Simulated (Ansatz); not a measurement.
# (001) slab of rocksalt LiF, 14.0 Å thick as cut, bare faces

Ansatz, PAW, plane waves, no spin–orbit coupling unless named; atoms relaxed with PBEsol, the curve by HSE06. The curve holds the local part of the PAW potentials, so its shape inside matter depends on the files.

```cif
data_structure
_symmetry_space_group_name_H-M 'P 1'
_symmetry_Int_Tables_number 1
_cell_length_a 2.8338
_cell_length_b 2.8338
_cell_length_c 27.0266
_cell_angle_alpha 90.000
_cell_angle_beta 90.000
_cell_angle_gamma 90.000
_cell_volume 217.03
loop_
_atom_site_label
_atom_site_type_symbol
_atom_site_fract_x
_atom_site_fract_y
_atom_site_fract_z
_atom_site_occupancy
F1 F 0.50303 0.50298 0.23986 1
F2 F 0.50306 0.50343 0.38884 1
F3 F 0.50289 0.50348 0.53706 1
F4 F 0.50254 0.50377 0.68519 1
F5 F 0.00317 0.00308 0.31482 1
F6 F 0.00305 0.00343 0.46302 1
F7 F 0.00260 0.00352 0.61121 1
F8 F 0.00230 0.00393 0.76016 1
Li1 Li 0.00327 0.00245 0.24222 1
Li2 Li 0.00298 0.00243 0.38893 1
Li3 Li 0.00249 0.00322 0.53711 1
Li4 Li 0.00247 0.00409 0.68566 1
Li5 Li 0.50319 0.50244 0.31438 1
Li6 Li 0.50280 0.50303 0.46303 1
Li7 Li 0.50255 0.50369 0.61114 1
Li8 Li 0.50244 0.50428 0.75780 1
```

Planar mean of the electrostatic potential energy along the normal, from the vacuum level:

z (Å), v (eV) and a bar:
```
     0.00       0.00 ##############################
     0.28       0.00 ##############################
     0.70       0.00 ##############################
     0.99       0.00 ##############################
     1.41       0.00 ##############################
     1.69       0.00 ##############################
     1.97       0.00 ##############################
     2.39       0.01 ##############################
     2.67       0.01 ##############################
     2.96       0.01 ##############################
     3.38       0.00 ##############################
     3.66       0.00 ##############################
     4.08       0.01 ##############################
     4.36       0.00 ##############################
     4.65      -0.02 ##############################
     5.07      -0.14 ##############################
     5.35      -0.40 #############################
     5.77      -1.79 ##########################
     6.05      -7.15 ##############
     6.33     -12.37 ###
     6.76     -11.44 #####
     7.04      -5.61 ##################
     7.46      -1.81 ##########################
     7.74      -2.23 #########################
     8.02      -6.90 ###############
     8.45     -13.61 
     8.73     -11.99 ####
     9.01      -6.30 ################
     9.43      -1.72 ##########################
     9.71      -1.96 ##########################
    10.13      -9.14 ##########
    10.42     -13.36 #
    10.70     -12.45 ###
    11.12      -4.01 #####################
    11.40      -1.79 ##########################
    11.82      -2.75 ########################
    12.11      -8.44 ###########
    12.39     -13.12 #
    12.81     -10.75 ######
    13.09      -4.69 ####################
    13.51      -1.70 ##########################
    13.79      -2.43 #########################
    14.08      -7.77 #############
    14.50     -13.69 
    14.78     -11.31 #####
    15.06      -5.37 ##################
    15.48      -1.73 ##########################
    15.77      -2.20 #########################
    16.19     -10.08 ########
    16.47     -13.61 
    16.75     -11.83 ####
    17.17      -3.23 #######################
    17.45      -1.73 ##########################
    17.88      -3.39 #######################
    18.16      -9.41 #########
    18.44     -13.49 
    18.86      -9.98 ########
    19.14      -3.92 #####################
    19.43      -1.91 ##########################
    19.85      -3.04 #######################
    20.13      -8.74 ###########
    20.55     -13.45 #
    20.83     -10.16 ########
    21.11      -4.04 #####################
    21.54      -0.69 ############################
    21.82      -0.26 #############################
    22.24      -0.07 ##############################
    22.52      -0.03 ##############################
    22.80      -0.02 ##############################
    23.23      -0.01 ##############################
    23.51      -0.01 ##############################
    23.93      -0.01 ##############################
    24.21      -0.01 ##############################
    24.49      -0.01 ##############################
    24.92       0.00 ##############################
    25.20       0.00 ##############################
    25.48       0.00 ##############################
    25.90       0.00 ##############################
    26.18       0.00 ##############################
    26.60       0.00 ##############################
    26.89       0.00 ##############################
```

**Question.** How far below the vacuum level do the top filled and the lowest empty level lie, by each functional?

**Answer.** PBEsol: 7.66 and 0.73 eV (gap 6.94 eV, a 6×6×1 mesh); HSE06: 9.17 and 0.57 eV (gap 8.60 eV, a 4×4×1 mesh); r²SCAN: 8.09 and 0.41 eV (gap 7.68 eV, a 4×4×1 mesh). Either level can be a surface state and not a band edge of the crystal.
